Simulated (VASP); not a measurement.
Here is a VASP 6.6.1 calculation.

File POSCAR:

```
Tc
1.0
    0.0000000000      1.9500000000      1.9500000000
    1.9500000000      0.0000000000      1.9500000000
    1.9500000000      1.9500000000      0.0000000000
Tc
1
Direct
    0.0000000000      0.0000000000      0.0000000000
```

INCAR.step1

```
SYSTEM = Tc
PREC     = Accurate       ! precision mode
ENCUT    = 520            ! plane-wave cutoff, eV
ISMEAR   = -1             ! smearing method
SIGMA    = 0.05           ! smearing width, eV
LREAL    = .FALSE.        ! projectors in reciprocal space
LASPH    = .TRUE.         ! aspherical terms in the spheres
NELM     = 100            ! most SCF steps
NBANDS   = 12             ! bands
GGA      = PE             ! functional
ALGO     = Normal         ! electronic algorithm
EDIFF    = 1E-4           ! SCF threshold, eV
LWAVE    = .TRUE.         ! write WAVECAR
LCHARG   = .FALSE.        ! write CHGCAR
```

File INCAR.step2:

```
SYSTEM = Tc
PREC     = Accurate       ! precision mode
ENCUT    = 520            ! plane-wave cutoff, eV
EDIFF    = 1E-7           ! SCF threshold, eV
ISMEAR   = -1             ! smearing method
SIGMA    = 0.05           ! smearing width, eV
LREAL    = .FALSE.        ! projectors in reciprocal space
LASPH    = .TRUE.         ! aspherical terms in the spheres
NELM     = 100            ! most SCF steps
ALGO     = Normal         ! electronic algorithm
ISIF     = 2              ! what is computed and relaxed
LWAVE    = .FALSE.        ! write WAVECAR
LCHARG   = .FALSE.        ! write CHGCAR
METAGGA  = R2SCAN         ! meta-GGA
LMIXTAU  = .TRUE.       
NBANDS   = 12             ! bands
ISTART   = 1
```

Contents of KPOINTS:

```
Automatic mesh
0
G
  14 14 14
  0 0 0
```

Potentials or basis: VASP PAW PBE potentials, release 64 (Tc_pv).

Run with:

```sh
$ cat potpaw_PBE.64/Tc_pv/POTCAR > POTCAR
$ cp INCAR.step1 INCAR
$ mpirun -np 1 vasp_std > vasp.out
$ cp INCAR.step2 INCAR
$ mpirun -np 1 vasp_std > vasp.out
```

What does it give for the pressure?

-10.9 GPa.

Predict the band gap on the k mesh.

none (metal or under the smearing width).

Caveat: the PAW data sets were made with another functional, which shifts forces and pressure a little.
